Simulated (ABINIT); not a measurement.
Crystal: Pt.

```xyz
1
Lattice="0.0000 1.9609 1.9609 1.9609 0.0000 1.9609 1.9609 1.9609 0.0000" Properties=species:S:1:pos:R:3 pbc="T T T"
Pt    0.0000    0.0000    0.0000
```

Base run:

| Quantity | Value |
| --- | --- |
| Program | ABINIT 10.8.3 (patched build) |
| Functional | RPBE |
| Potentials or basis | JTH PAW PBE v2.0 |
| Cutoff | 544 eV |
| k mesh | 12 × 12 × 12 |
| Occupations | fermi-dirac, width 0.05 eV |
| Spin | no spin polarisation |

Its results: band gap on the k mesh none (metal or under the smearing width); pressure 14.9 GPa.

Problem. After a change of settings the same cell gave: band gap on the k mesh none (metal or under the smearing width); pressure -1.5 GPa. Which change was it?
A. functional from RPBE to PBE; cutoff from 544 eV to 435 eV; fine-grid cutoff from 1088.46 eV to 870.764 eV
B. functional from RPBE to AM05
C. functional from RPBE to PBE; potentials or basis from JTH PAW PBE v2.0 to SG15 NC PBE v1.2; cutoff from 544 eV to 1143 eV; valence electrons from 10 to 18
D. functional from RPBE to PBE; k mesh from 12 × 12 × 12 to 10 × 10 × 10

Solution. B.

AM05 binds more tightly than RPBE, so the same cell stands under less pressure.

Caveats: the PAW data sets were made with another functional, which shifts forces and pressure a little.

Not every run made on this cell is shown here.
